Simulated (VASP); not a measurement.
# Zr2C (P6/mmm) in VASP: notebook, part 3 of 3

VASP 6.6.1.

## Step 4: Relaxation of cell and atoms, PBE (random cell by space group and Wyckoff sites (P6/mmm, No. 191))

INCAR

```
SYSTEM = Zr2C
PREC     = Accurate       ! precision mode
ENCUT    = 600            ! plane-wave cutoff, eV
EDIFF    = 1E-7           ! SCF threshold, eV
ISMEAR   = 0              ! smearing method
SIGMA    = 0.1            ! smearing width, eV
LREAL    = .FALSE.        ! projectors in reciprocal space
LASPH    = .TRUE.         ! aspherical terms in the spheres
NELM     = 60             ! most SCF steps
ALGO     = Normal         ! electronic algorithm
ISIF     = 3              ! what is computed and relaxed
LWAVE    = .FALSE.        ! write WAVECAR
LCHARG   = .FALSE.        ! write CHGCAR
GGA      = PE             ! functional
IBRION   = 2              ! ionic algorithm
NSW      = 90             ! ionic steps
EDIFFG   = -0.04          ! ionic threshold
```

KPOINTS

```
regular mesh
0
G
  6 6 6
  0 0 0
```

POSCAR

```
Zr2C
1.0
    4.4985394754      0.0000000000      0.0000000000
   -2.2492697377      3.8958494656      0.0000000000
    0.0000000000      0.0000000000      2.7671100984
Zr C
2 1
Direct
    0.3333333333      0.6666666667      0.0000000000
    0.6666666667      0.3333333333      0.0000000000
    0.0000000000      0.0000000000      0.5000000000
```

Potentials or basis: VASP PAW PBE potentials, release 64 (Zr_sv, C).

Run with:

```console
> cat potpaw_PBE.64/Zr_sv/POTCAR potpaw_PBE.64/C/POTCAR > POTCAR
> mpirun -np 1 vasp_std > vasp.out
```

OUTCAR:

```text
SYSTEM = Zr2C
   PREC = Accurate
   ENCUT = 600
   EDIFF = 1E-7
   ISMEAR = 0
   LREAL = .FALSE.
   LASPH = .TRUE.
   NELM = 60
   ISIF = 3
   GGA = PE
   IBRION = 2
   NSW = 90
   EDIFFG = -0.04

 ion  position               nearest neighbor table
   1  0.333  0.667  0.000-   2 2.60   2 2.60   2 2.60   3 2.94   3 2.94   3 2.94   3 2.94   3 2.94
                             3 2.94   2 3.80   2 3.80   2 3.80   2 3.80   2 3.80   2 3.80
   2  0.667  0.333  0.000-   1 2.60   1 2.60   1 2.60   3 2.94   3 2.94   3 2.94   3 2.94   3 2.94
                             3 2.94   1 3.80   1 3.80   1 3.80   1 3.80   1 3.80   1 3.80
   3  0.000  0.000  0.500-   1 2.94   2 2.94   1 2.94   2 2.94   1 2.94   1 2.94   2 2.94   2 2.94
                             2 2.94   2 2.94   1 2.94   1 2.94

  LATTYP: Found a hexagonal cell.
 ALAT       =     4.4985394754
 C/A-ratio  =     0.6151129969

  Lattice vectors:

 A1 = (   4.4985394754,   0.0000000000,   0.0000000000)
 A2 = (  -2.2492697377,   3.8958494656,   0.0000000000)
 A3 = (   0.0000000000,   0.0000000000,   2.7671100984)

Analysis of symmetry for initial positions (statically):
=====================================================================
 Subroutine PRICEL returns:
 Original cell was already a primitive cell.

 Routine SETGRP: Setting up the symmetry group for a
 hexagonal supercell.

 Subroutine GETGRP returns: Found 24 space group operations
 (whereof 24 operations were pure point group operations)
 out of a pool of 24 trial point group operations.

The static configuration has the point symmetry D_6h.

Analysis of symmetry for dynamics (positions and initial velocities):
=====================================================================
 Subroutine PRICEL returns:
 Original cell was already a primitive cell.

 Routine SETGRP: Setting up the symmetry group for a
 hexagonal supercell.

 Subroutine GETGRP returns: Found 24 space group operations
 (whereof 24 operations were pure point group operations)
 out of a pool of 24 trial point group operations.

The dynamic configuration has the point symmetry D_6h.

 Subroutine INISYM returns: Found 24 space group operations
 (whereof 24 operations are pure point group operations),
 and found     1 'primitive' translations

----------------------------------------------------------------------------------------

                                     Primitive cell

  volume of cell :      48.4954

  direct lattice vectors                    reciprocal lattice vectors
     4.498539475  0.000000000  0.000000000     0.222294370  0.128341715  0.000000000
    -2.249269738  3.895849466  0.000000000     0.000000000  0.256683429  0.000000000
     0.000000000  0.000000000  2.767110098     0.000000000  0.000000000  0.361387861

  length of vectors
     4.498539475  4.498539475  2.767110098     0.256683429  0.256683429  0.361387861

  position of ions in fractional coordinates (direct lattice)
     0.333333333  0.666666667  0.000000000
     0.666666667  0.333333333  0.000000000
     0.000000000  0.000000000  0.500000000

  ion indices of the primitive-cell ions
   primitive index   ion index
                 1           1
                 2           2
                 3           3

----------------------------------------------------------------------------------------

 KPOINTS: regular mesh

Automatic generation of k-mesh.
[... 54 lines left out ...]
   NGX,Y,Z   is equivalent  to a cutoff of  13.30, 13.30, 14.42 a.u.
   NGXF,Y,Z  is equivalent  to a cutoff of  26.61, 26.61, 28.84 a.u.
 SYSTEM =  Zr2C
   PREC   = accura    normal or accurate (medium, high low for compatibility)
   ISTART =      0    job   : 0-new  1-cont  2-samecut
   ICHARG =      2    charge: 1-file 2-atom 10-const
   ISPIN  =      1    spin polarized calculation?
   LNONCOLLINEAR =      F non collinear calculations
   LSORBIT =      F    spin-orbit coupling
   LASPH  =      T    aspherical Exc in radial PAW
   ENCUT  =  600.0 eV  44.10 Ry    6.64 a.u.   8.98  8.98  5.53*2*pi/ulx,y,z
   NELM   =     60;   NELMIN=  2; NELMDL= -5     # of ELM steps
   EDIFF  = 0.1E-06   stopping-criterion for ELM
   LREAL  =      F    real-space projection
   EDIFFG = -.4E-01   stopping-criterion for IOM
   NSW    =     90    number of steps for IOM
   IBRION =      2    ionic relax: 0-MD 1-quasi-New 2-CG
   NFREE  =      1    steps in history (QN), initial steepest desc. (CG)
   ISIF   =      3    stress and relaxation
   ISYM   =      2    0-nonsym 1-usesym 2-fastsym
   POTIM  = 0.5000    time-step for ionic-motion
   TEBEG  =    0.0;   TEEND  =   0.0 temperature during run
   PSTRESS=    0.0 pullay stress
   NELECT =      28.0000    total number of electrons
   NUPDOWN=      -1.0000    fix difference up-down
   EMIN   =  10.00;   EMAX   =-10.00  energy-range for DOS
   EFERMI =   0.00;   METHOD = LEGACY
   ISMEAR =     0;   SIGMA  =   0.10  broadening in eV -4-tet -1-fermi 0-gaus
   EFERMI_NEDOS =   21; number of points for ismear=-14 and -15
   IALGO  =     38    algorithm
   IMIX   =      4    mixing-type and parameters
     AMIX     =   0.40;   BMIX     =  1.00
     AMIX_MAG =   1.60;   BMIX_MAG =  1.00
  volume/ion in A,a.u.               =      16.17       109.09
  Fermi-wavevector in a.u.,A,eV,Ry     =   1.363204  2.576082 25.284042  1.858325
  Thomas-Fermi vector in A             =   2.489627
   LORBIT       =      0    0 simple, 1 ext, 2 COOP (PROOUT), +10 PAW based schemes
   GGA     = PE    functional components
   LHFCALC =     F    Hartree Fock is set to
   AEXX    =    0.0000 exact exchange contribution
   IVDW    =     0    specifies the selected vdW correction
   LEPSILON=     F    determine dielectric tensor
   LRPA    =     F    only Hartree local field effects (RPA)
 conjugate gradient relaxation of ions
 non-spin polarized calculation
 Gauss-broadening in eV      SIGMA  =   0.10
  energy-cutoff  :      600.00
  volume of cell :       48.50
 maximum number of plane-waves:      1647
 NGX is ok and might be reduce to    36
   NGX = 17   NGY = 17   NGZ = 11

--------------------------------------- Ionic step        1  -------------------------------------------

 number of electron      27.9999999 magnetization

 Free energy of the ion-electron system (eV)
  ---------------------------------------------------
  ext. energy  EPLUGINS =         0.00000000
  ---------------------------------------------------
  free energy    TOTEN  =       -20.93502341 eV

  energy without entropy =      -20.92151373  energy(sigma->0) =      -20.92826857

------------------------ aborting loop because EDIFF is reached ----------------------------------------

  FORCE on cell =-STRESS in cart. coord.  units (eV):
  Direction    XX          YY          ZZ          XY          YZ          ZX
  --------------------------------------------------------------------------------------
  -------------------------------------------------------------------------------------
  Total        0.5894962      0.5894962      0.5332563      0.0000000      0.0000000     -0.0000000
  in kB       19.4756279     19.4756279     17.6175882      0.0000000      0.0000000     -0.0000000
  external PRESSURE =      18.8562814 kB  Pullay stress =       0.0000000 kB
[... 98 lines left out ...]
--------------------------------------- Ionic step        4  -------------------------------------------

 number of electron      28.0000000 magnetization

 Free energy of the ion-electron system (eV)
  ---------------------------------------------------
  ext. energy  EPLUGINS =         0.00000000
  ---------------------------------------------------
  free energy    TOTEN  =       -20.94052722 eV

  energy without entropy =      -20.92698547  energy(sigma->0) =      -20.93375634

 E-fermi :   9.4732     XC(G=0): -11.6425

 val. band max:        9.4731037322   @ k =   0.1667   0.1667   0.0000
 cond. band min:       9.5091857600   @ k =   0.5000   0.0000   0.3333
 fundamental gap:      0.0360820277
 Fermi energy:         9.4731727100

 k-point     1 :       0.0000    0.0000    0.0000
  band No.  band energies     occupation
      1     -39.4224      2.00000
      2     -38.7894      2.00000
      3     -18.1911      2.00000
      4     -18.1911      2.00000
      5     -16.5099      2.00000
      6     -16.4577      2.00000
[... 481 lines left out ...]
      5     -17.7860      2.00000
      6     -17.6723      2.00000
[... 10 lines left out ...]
     17      11.0697      0.00000
     18      11.0884      0.00000

 [... further k-points ...]

------------------------ aborting loop because EDIFF is reached ----------------------------------------

  FORCE on cell =-STRESS in cart. coord.  units (eV):
  Direction    XX          YY          ZZ          XY          YZ          ZX
  --------------------------------------------------------------------------------------
  -------------------------------------------------------------------------------------
  Total       -0.0094599     -0.0094599      0.0213135      0.0000000      0.0000000      0.0000000
  in kB       -0.3065800     -0.3065800      0.6907360      0.0000000      0.0000000      0.0000000
  external PRESSURE =       0.0258587 kB  Pullay stress =       0.0000000 kB
[... 18 lines left out ...]
  FREE ENERGIE OF THE ION-ELECTRON SYSTEM (eV)
  ---------------------------------------------------
  free  energy   TOTEN  =       -20.9405272166 eV

  energy  without entropy=      -20.9269854684  energy(sigma->0) =      -20.93375634

 reached required accuracy - stopping structural energy minimisation
```

Wall time 2.1 min (1 thread of AMD EPYC 7R43 (Zen 3), shared host); peak memory 0.16 GiB.

Results:

```
Free energy                            : -20.9405 eV
Relaxed volume                         : 16.48 Å³/atom
Relaxed cell                           : a = 4.533 Å, b = 4.533 Å, c = 2.778 Å, α = 90.00°, β = 90.00°, γ = 120.00°
Space group after relaxing (to 0.05 Å) : P6/mmm (No. 191)
Energy gained by relaxing              : 1.8 meV/atom
Ionic steps                            : 4
Pressure after relaxing                : 0.0 GPa
Band gap on the k mesh                 : none (metal or under the smearing width)
```

Stress tensor (GPa, compression positive):
```
-0.03  0.00  0.00
 0.00 -0.03  0.00
 0.00  0.00  0.07
```

The path:
```tsv
step	energy change (eV)	largest force (eV/Å)	pressure (GPa)	volume (Å³)
1	0.0000	0.0000	1.89	48.50
2	-0.0042	0.0000	-0.86	49.84
3	-0.0053	0.0000	-0.02	49.41
4	-0.0055	0.0000	0.00	49.44
```

Final structure:
```xyz
3
Lattice="4.5332 0.0000 0.0000 -2.2666 3.9259 0.0000 0.0000 0.0000 2.7778" Properties=species:S:1:pos:R:3 pbc="T T T"
Zr    0.0000    2.6173    0.0000
Zr    2.2666    1.3086    2.7778
C     0.0000    0.0000    1.3889
```

Levels at points of the mesh, in eV from the Fermi level:
```
           k point  band 11  band 12  band 13  band 14  band 15  band 16  band 17  band 18
(0.00, 0.00, 0.00)    -3.25    -2.78    -0.36     0.30     1.04     1.04     2.14     3.06
(0.50, 0.00, 0.00)    -2.96    -1.89    -1.40    -0.99     0.09     1.43     2.68     3.00
(0.00, 0.00, 0.50)    -2.59    -2.59    -1.95    -1.95     1.33     1.33     2.23     2.23
(0.50, 0.00, 0.50)    -3.79    -2.39    -0.81    -0.13     0.23     0.55     2.01     2.63
```

Caveat: the k mesh is coarse (spacing up to 0.38 Å⁻¹), so the values aren't converged.

## Step 5: Overview

| task | cell | k mesh | cutoff (eV) | gap on the mesh (eV) | pressure (GPa) |
| --- | --- | --- | --- | --- | --- |
| single point | random cell by space group and Wyckoff sites (P6/mmm, No. 191) | 6 × 6 × 4 | 520 | none | 17.7 |
| single point | random cell by space group and Wyckoff sites (P6/mmm, No. 191) | 6 × 6 × 6 | 520 | none | 0.2 |
| relaxation of cell and atoms | relaxed from: random cell by space group and Wyckoff sites (P6/mmm, No. 191) | 6 × 6 × 6 | 600 | none | 0.0 |

Alike in all rows: level PBE; potentials or basis VASP PAW PBE potentials, release 64 (Zr_sv, C); no spin polarisation; smearing gaussian 0.1 eV; the mesh is coarse, so values aren't converged.

Caveats: all runs use coarse meshes; so large a pressure means that the cell lies far from this level's equilibrium, or that cutoff or potentials fall short (some runs).

Total energies depend on the potentials used, so only differences within one code and one set of settings carry meaning.
